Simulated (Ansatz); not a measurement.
# ZnSe: the cost of one run

Computed with Ansatz 0.2.0 (DFT HSE06, scalar-relativistic, plane waves, PAW, unless a step's input says otherwise).

### 1 The starting structure

The structure is cubic, space group Fm-3m (No. 225). The conventional cell has a = 5.440 Å, b = 5.440 Å, c = 5.440 Å, α = 90.00°, β = 90.00°, γ = 90.00°. Zn (site symmetry m-3m) is surrounded by 6 Se at 2.72 Å. Se (site symmetry m-3m) has 6 Zn at 2.72 Å in its first shell of neighbours.

As a file:

```
Zn Se
1.0
     0.00000    2.72000    2.72000
     2.72000    0.00000    2.72000
     2.72000    2.72000    0.00000
Zn Se
1 1
Direct
  0.00000 0.00000 0.00000
  0.50000 0.50000 0.50000
```

This is a trial structure built by rule; it need not be a known or stable form of this composition.

The cell is the ideal cubic rocksalt prototype; whether it is the stable structure of this composition wasn't checked.

### 2 Coarse point 1 of the search for the rest volume

The input, input.yaml:

```yaml
crystal:
  lattice:
    - [0.0, 2.72, 2.72]
    - [2.72, 0.0, 2.72]
    - [2.72, 2.72, 0.0]
  atoms:
    - { symbol: Zn, position: [0.0, 0.0, 0.0] }
    - { symbol: Se, position: [0.5, 0.5, 0.5] }
basis:
  ecutwfc: 420
kpoints:
  mp_grid: { grid: [6, 6, 6] }
hamiltonian:
  xc: hse06
scf:
  occupations: { method: gaussian, width: 0.05 }
output:
  forces: true
  stress: true
  eigenvalues: true
```

Launch:

```sh
$ ansatz run input.yaml --threads 4 --pin off --max-ram 12288MiB --backend cpu --events-out ev --progress --plain --runs-dir out
```

Q: Estimate wall time and peak memory on 4 threads of Arm Neoverse V2, shared host.

About 9.3 s, with a peak of 1.3 GiB.
